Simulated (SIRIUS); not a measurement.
# In (I4/mmm) in SIRIUS: convergence with wave cutoff

Aim: find how far wave cutoff must go before the results for In settle, at PBE. This setting moves, with any that are tied to it; all else stays.

All numbers are computed with SIRIUS 7.10.0; they aren't measurements. Logs are shortened: lines on timing, memory, paths and dates and some standing lists are left out, and cuts for length are marked. The log counts tension as positive stress, the text compression.

## (1) The crystal as given

It takes space group I4/mmm (No. 139, tetragonal). Conventional cell: a = 3.251 Å, b = 3.251 Å, c = 4.947 Å, α = 90.00°, β = 90.00°, γ = 90.00°. In (site symmetry 4/mmm) has 12 In at 3.25 to 3.38 Å as nearest neighbours.

## (2) With wave cutoff 240 eV

The input, sirius.json:

```json
{
  "control": {
    "processing_unit": "cpu",
    "verbosity": 2,
    "num_bands_to_print": 13,
    "print_forces": true,
    "print_stress": true
  },
  "parameters": {
    "electronic_structure_method": "pseudopotential",
    "xc_functionals": ["XC_GGA_X_PBE", "XC_GGA_C_PBE"],
    "gk_cutoff": 4.2,
    "pw_cutoff": 8.4,
    "ngridk": [9, 9, 9],
    "shiftk": [0, 0, 0],
    "smearing": "fermi_dirac",
    "smearing_width": 0.0018374661,
    "num_bands": 13,
    "num_mag_dims": 0,
    "num_dft_iter": 100,
    "energy_tol": 1e-08,
    "density_tol": 1e-06
  },
  "iterative_solver": {
    "type": "davidson",
    "min_tolerance": 1e-10
  },
  "mixer": {
    "type": "anderson",
    "beta": 0.7,
    "max_history": 8
  },
  "settings": {
    "tol_ne": 1e-10
  },
  "unit_cell": {
    "lattice_vectors": [
      [-3.071693123795, 3.071693123795, 4.674615514487],
      [3.071693123795, -3.071693123795, 4.674615514487],
      [3.071693123795, 3.071693123795, -4.674615514487]
    ],
    "atom_coordinate_units": "lattice",
    "atom_types": ["In"],
    "atom_files": {
      "In": "In.json"
    },
    "atoms": {
      "In": [
        [0.0, 0.0, 0.0]
      ]
    }
  }
}
```

Potentials or basis: SG15 1.2 PBE (norm-conserving).

Command:

```console
> upf_to_json In_ONCV_PBE-1.2.upf
> OMP_NUM_THREADS=1 sirius.scf --input=sirius.json --output=out.json --task=0
```

It took 7.2 s on 1 thread of Arm Neoverse V1, shared host; peak memory 0.09 GiB.

Results:

```yaml
Free_energy: -1390.8725 eV
Pressure: -692.1 GPa
Band_gap_on_the_k_mesh: none (metal or under the smearing width)
```

## (3) With wave cutoff 345.6 eV

Changes to sirius.json since step 2:

```diff
@@ -11,4 +11,4 @@
     "xc_functionals": ["XC_GGA_X_PBE", "XC_GGA_C_PBE"],
-    "gk_cutoff": 4.2,
-    "pw_cutoff": 8.4,
+    "gk_cutoff": 5.04,
+    "pw_cutoff": 10.08,
     "ngridk": [9, 9, 9],
```

Potentials or basis: SG15 1.2 PBE (norm-conserving).

Command:

```console
> upf_to_json In_ONCV_PBE-1.2.upf
> OMP_NUM_THREADS=1 sirius.scf --input=sirius.json --output=out.json --task=0
```

It took 15 s on 1 thread of Arm Neoverse V1, shared host; peak memory 0.1 GiB.

What came out:

| Item | Value |
| --- | --- |
| Free energy | -1421.4014 eV |
| Pressure | -80.5 GPa |
| Band gap on the k mesh | none (metal or under the smearing width) |

## (4) With wave cutoff 470.4 eV

Changes to sirius.json since step 3:

```diff
@@ -11,4 +11,4 @@
     "xc_functionals": ["XC_GGA_X_PBE", "XC_GGA_C_PBE"],
-    "gk_cutoff": 5.04,
-    "pw_cutoff": 10.08,
+    "gk_cutoff": 5.88,
+    "pw_cutoff": 11.76,
     "ngridk": [9, 9, 9],
```

Command:

```console
> upf_to_json In_ONCV_PBE-1.2.upf
> OMP_NUM_THREADS=1 sirius.scf --input=sirius.json --output=out.json --task=0
```

Wall time 26 s (1 thread of Arm Neoverse V1, shared host); peak memory 0.13 GiB.

Results:

| Quantity | Value |
| --- | --- |
| Free energy | -1422.9115 eV |
| Pressure | 2.1 GPa |
| Band gap on the k mesh | none (metal or under the smearing width) |

## (5) With wave cutoff 614.4 eV

Changes to sirius.json since step 4:

```diff
@@ -11,4 +11,4 @@
     "xc_functionals": ["XC_GGA_X_PBE", "XC_GGA_C_PBE"],
-    "gk_cutoff": 5.88,
-    "pw_cutoff": 11.76,
+    "gk_cutoff": 6.72,
+    "pw_cutoff": 13.44,
     "ngridk": [9, 9, 9],
```

Command:

```console
> upf_to_json In_ONCV_PBE-1.2.upf
> OMP_NUM_THREADS=1 sirius.scf --input=sirius.json --output=out.json --task=0
```

Wall time 31 s (1 thread of Arm Neoverse V1, shared host); peak memory 0.16 GiB.

Results:

* Free energy: -1422.9484 eV
* Pressure: 2.1 GPa
* Band gap on the k mesh: none (metal or under the smearing width)

## (6) With wave cutoff 777.6 eV

Changes to sirius.json since step 5:

```diff
@@ -11,4 +11,4 @@
     "xc_functionals": ["XC_GGA_X_PBE", "XC_GGA_C_PBE"],
-    "gk_cutoff": 6.72,
-    "pw_cutoff": 13.44,
+    "gk_cutoff": 7.56,
+    "pw_cutoff": 15.12,
     "ngridk": [9, 9, 9],
```

Potentials or basis: SG15 1.2 PBE (norm-conserving).

Command:

```console
> upf_to_json In_ONCV_PBE-1.2.upf
> OMP_NUM_THREADS=1 sirius.scf --input=sirius.json --output=out.json --task=0
```

It took 46 s on 1 thread of Arm Neoverse V1, shared host; peak memory 0.2 GiB.

The run converged. Its results:

```yaml
Free_energy: -1422.9641 eV
Pressure: 1.6 GPa
Band_gap_on_the_k_mesh: none (metal or under the smearing width)
```

## (7) With wave cutoff 960 eV

Changes to sirius.json since step 6:

```diff
@@ -11,4 +11,4 @@
     "xc_functionals": ["XC_GGA_X_PBE", "XC_GGA_C_PBE"],
-    "gk_cutoff": 7.56,
-    "pw_cutoff": 15.12,
+    "gk_cutoff": 8.4,
+    "pw_cutoff": 16.8,
     "ngridk": [9, 9, 9],
```

Command:

```console
> upf_to_json In_ONCV_PBE-1.2.upf
> OMP_NUM_THREADS=1 sirius.scf --input=sirius.json --output=out.json --task=0
```

It took 69 s on 1 thread of Arm Neoverse V1, shared host; peak memory 0.25 GiB.

The run converged. Its results:

```yaml
Free_energy: -1422.9836 eV
Pressure: 2.1 GPa
Band_gap_on_the_k_mesh: none (metal or under the smearing width)
```

## (8) With wave cutoff 1269.6 eV

Changes to sirius.json since step 7:

```diff
@@ -11,4 +11,4 @@
     "xc_functionals": ["XC_GGA_X_PBE", "XC_GGA_C_PBE"],
-    "gk_cutoff": 8.4,
-    "pw_cutoff": 16.8,
+    "gk_cutoff": 9.66,
+    "pw_cutoff": 19.32,
     "ngridk": [9, 9, 9],
@@ -37,6 +37,7 @@
     "lattice_vectors": [
-      [-3.071693123795, 3.071693123795, 4.674615514487],
-      [3.071693123795, -3.071693123795, 4.674615514487],
-      [3.071693123795, 3.071693123795, -4.674615514487]
+      [-0.48134884011, 0.48134884011, 0.732534359774],
+      [0.48134884011, -0.48134884011, 0.732534359774],
+      [0.48134884011, 0.48134884011, -0.732534359774]
     ],
+    "lattice_vectors_scale": 6.3814283277,
     "atom_coordinate_units": "lattice",
```

Command:

```console
> upf_to_json In_ONCV_PBE-1.2.upf
> OMP_NUM_THREADS=1 sirius.scf --input=sirius.json --output=out.json --task=0
```

Run time: 1.8 min. Hardware: 1 thread of Arm Neoverse V1, shared host; peak memory 0.34 GiB.

Results (log left out):

```
Free energy            : -1422.9843 eV
Pressure               : 2.2 GPa
Band gap on the k mesh : none (metal or under the smearing width)
```

## (9) With wave cutoff 1622.4 eV

Changes to sirius.json since step 8:

```diff
@@ -11,4 +11,4 @@
     "xc_functionals": ["XC_GGA_X_PBE", "XC_GGA_C_PBE"],
-    "gk_cutoff": 9.66,
-    "pw_cutoff": 19.32,
+    "gk_cutoff": 10.92,
+    "pw_cutoff": 21.84,
     "ngridk": [9, 9, 9],
```

Potentials or basis: SG15 1.2 PBE (norm-conserving).

Command:

```console
> upf_to_json In_ONCV_PBE-1.2.upf
> OMP_NUM_THREADS=1 sirius.scf --input=sirius.json --output=out.json --task=0
```

The program printed:

```text
[info] SIRIUS version : 7.10.0
[info] number of MPI ranks           : 1
[info] MPI grid                      : 1 1
[info] maximum number of OMP threads : 1
[fft] FFT context for density and potential
[fft] =====================================
[fft]   comm size                             : 1
[fft]   plane wave cutoff                     : 21.84
[fft]   grid size                             : 48 48 48   total : 110592
[fft]   grid limits                           : -23 24   -23 24   -23 24
[fft]   number of G-vectors within the cutoff : 15535
[fft]   local number of G-vectors             : 15535
[fft]   number of G-shells                    : 2233
[fft] FFT context for coarse grid
[fft] =====================================
[fft]   comm size                             : 1
[fft]   plane wave cutoff                     : 21.84
[fft]   grid size                             : 48 48 48   total : 110592
[fft]   grid limits                           : -23 24   -23 24   -23 24
[fft]   number of G-vectors within the cutoff : 15535
[fft]   local number of G-vectors             : 15535
[fft]   number of G-shells                    : 2233
[unit cell] lattice vectors
[unit cell]   a1 :      -3.0716931238      3.0716931238      4.6746155145
[unit cell]   a2 :       3.0716931238     -3.0716931238      4.6746155145
[unit cell]   a3 :       3.0716931238      3.0716931238     -4.6746155145
[unit cell] reciprocal lattice vectors
[unit cell]   b1 :       0.0000000000      1.0227560264      0.6720537002
[unit cell]   b2 :       1.0227560264      0.0000000000      0.6720537002
[unit cell]   b3 :       1.0227560264      1.0227560264     -0.0000000000
[unit cell] unit cell volume :       176.42557375 [a.u.^3]
[unit cell] 1/sqrt(omega)    :         0.07528687
[unit cell] MT volume        :         0.00000000 ( 0.00%)
[unit cell] IT volume        :       176.42557375 (100.00%)
[unit cell] number of atom types : 1
[unit cell] type id : 0 symbol : In mt_radius :   6.010000 num_atoms : 1
[... 389 lines left out ...]
[find] valence_eval_sum               :      -0.29282609
[find] <rho|V^{XC}>                   :      -9.07876578
[find] <rho|E^{XC}>                   :      -6.99332620
[find] <mag|B^{XC}>                   :       0.00000000
[find] <rho|V^{H}>                    :      21.15228878
[find] one-electron contribution      :     -12.36634908 (Ha),     -24.73269816 (Ry)
[find] hartree contribution           :      10.57614439
[find] xc contribution                :      -6.99332620
[find] ewald contribution             :     -43.50999013
[find] PAW contribution               :       0.00000000
[find] smearing (-TS)                 :      -0.00018828
[find] SCF correction                 :      -0.00000002
[find] Total energy                   :     -52.29352104 (Ha),    -104.58704207 (Ry)
[find] Free energy (E-TS)             :     -52.29370932 (Ha),    -104.58741863 (Ry)
[find] band gap (eV)                  :       0.00000000
[find] Efermi                         :       0.42385658
[ground_state] === stress tensor components [kbar] ===
[ground_state] === stress_kin ===
[ground_state] -36394.792408   -0.000000   -0.000000
[ground_state]    -0.000000-36394.792408   -0.000000
[ground_state]    -0.000000   -0.000000-36404.529000
[ground_state] === stress_har ===
[ground_state] -5949.996215   -0.000000   -0.000000
[ground_state]    -0.000000-5949.996215   -0.000000
[ground_state]    -0.000000   -0.000000-5736.955735
[ground_state] === stress_ewald ===
[ground_state] 24042.431609    0.000000    0.000000
[ground_state]     0.00000024042.431609    0.000000
[ground_state]     0.000000    0.00000024473.094805
[ground_state] === stress_vloc ===
[ground_state]  3186.754020    0.000000    0.000000
[ground_state]     0.000000 3186.754020    0.000000
[ground_state]     0.000000    0.000000 2538.467042
[ground_state] === stress_xc ===
[ground_state]  3671.694813    0.000000    0.000000
[ground_state]     0.000000 3671.694813    0.000000
[ground_state]     0.000000    0.000000 3673.323502
[ground_state] === stress_nonloc ===
[ground_state] 11421.861482    0.000000    0.000000
[ground_state]     0.00000011421.861482    0.000000
[ground_state]     0.000000    0.00000011434.285353
[ground_state] === stress_us_nl ===
[ground_state] 11421.861482    0.000000    0.000000
[ground_state]     0.00000011421.861482    0.000000
[ground_state]     0.000000    0.00000011434.285353
[ground_state] === stress_total ===
[ground_state]   -22.046699    0.000000    0.000000
[ground_state]     0.000000  -22.046699    0.000000
[ground_state]     0.000000    0.000000  -22.314034
[ground_state] ==== total Forces in Ha/bohr =====
[ground_state] atom:    0, force:       0.0000000      0.0000000      0.0000000
[ground_state] ==== ultrasoft contribution from Qij =====
[ground_state] atom:    0, force:       0.0000000      0.0000000      0.0000000
[ground_state] ==== non-local contribution from Beta-projector =====
[ground_state] atom:    0, force:       0.0000000      0.0000000      0.0000000
[ground_state] ==== contribution from local potential =====
[ground_state] atom:    0, force:       0.0000000      0.0000000      0.0000000
[ground_state] ==== contribution from core density =====
[ground_state] atom:    0, force:       0.0000000      0.0000000      0.0000000
[ground_state] ==== Ewald forces from ions =====
[ground_state] atom:    0, force:       0.0000000      0.0000000      0.0000000
[~DFT_ground_state] local op. applied: 44335
[~DFT_ground_state] evp. work count: 14833.5
[~DFT_ground_state] number of iterative solver steps: 4074
```

Wall time 2.1 min (1 thread of Arm Neoverse V1, shared host); peak memory 0.46 GiB.

Results:

- Free energy: -1422.9843 eV
- Pressure: 2.2 GPa
- Band gap on the k mesh: none (metal or under the smearing width)

## (10) Summary

| wave cutoff | energy less the tightest run, at zero smearing (meV/atom) | pressure (GPa) | SCF cycles | CPU time (s) | peak memory (GiB) |
| --- | --- | --- | --- | --- | --- |
| 240 eV | 32111.45 | -692.06 | 17 | 7.2 | 0.09 |
| 345.6 eV | 1582.92 | -80.52 | 19 | 15 | 0.1 |
| 470.4 eV | 72.77 | 2.07 | 21 | 26 | 0.13 |
| 614.4 eV | 35.93 | 2.14 | 19 | 31 | 0.16 |
| 777.6 eV | 20.22 | 1.58 | 19 | 46 | 0.2 |
| 960 eV | 0.69 | 2.15 | 20 | 69 | 0.25 |
| 1269.6 eV | 0.03 | 2.21 | 18 | 110 | 0.34 |
| 1622.4 eV | 0.00 | 2.21 | 19 | 120 | 0.46 |

Against the tightest run, the energy stays within 1 meV/atom from 960 eV on; the pressure stays within 0.1 GPa from 960 eV on. The tightest run that finished is the yardstick and may itself not be fully converged.
